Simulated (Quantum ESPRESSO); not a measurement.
HfO2 under changes of volume

One of the cells (11.152 Å³/atom); the others are scaled copies at fixed shape and fractional positions:

```xyz
3
Lattice="0.0000 2.5575 2.5575 2.5575 0.0000 2.5575 2.5575 2.5575 0.0000" Properties=species:S:1:pos:R:3 pbc="T T T"
Hf    0.0000    0.0000    0.0000
O     3.8363    3.8363    3.8363
O     1.2788    1.2788    1.2788
```

Measurements of this composition are mostly on another form, of space group No. 14.

- Program: Quantum ESPRESSO 7.5
- Functional: PBE
- Dispersion: D3(BJ)
- Potentials or basis: PseudoDojo 0.4.1 SR PBE standard
- Cutoff: 1143 eV
- Density cutoff: 4572 eV
- k mesh: 9 × 9 × 9
- Occupations: fermi-dirac, width 0.05 eV
- Spin: no spin polarisation

| volume (Å³/atom) | energy over the lowest point (meV/atom) | pressure (GPa) | gap on the mesh (eV) |
| --- | --- | --- | --- |
| 10.483 | 6.73 | 7.7 | 4.05 |
| 10.706 | 0.00 | 1.9 | 3.99 |
| 10.929 | 0.93 | -3.3 | 3.93 |
| 11.152 | 8.73 | -7.9 | 3.87 |
| 11.375 | ? | ? | ? |
| 11.598 | 42.21 | -15.9 | 3.76 |
| 11.821 | 66.66 | -19.3 | 3.70 |

Task: What does the run at 11.375 Å³/atom give?

Result: Energy over the lowest point 22.70 meV/atom; pressure -12.1 GPa; gap on the mesh 3.82 eV.

Worked out: A Birch-Murnaghan fit of order 3 (a polynomial in V^(-2/3)) to the other rows has its minimum at 10.79 Å³/atom with B0 = V·E''(V) = 256 GPa and B' = 4.3. It gives 22.71 meV/atom at 11.375 Å³/atom, against the run's 22.70, and -dE/dV = -12.1 GPa, against -12.1. A straight line through the other rows of the gap, of slope -2.9 eV per unit of ln V, gives 3.81 eV, against the run's 3.82.

Energies are extrapolated to zero smearing.

Caveats: spin-orbit coupling is left out, which moves the levels of the heavy elements; an odd mesh through Γ misses points on the zone boundary, where band edges often lie.
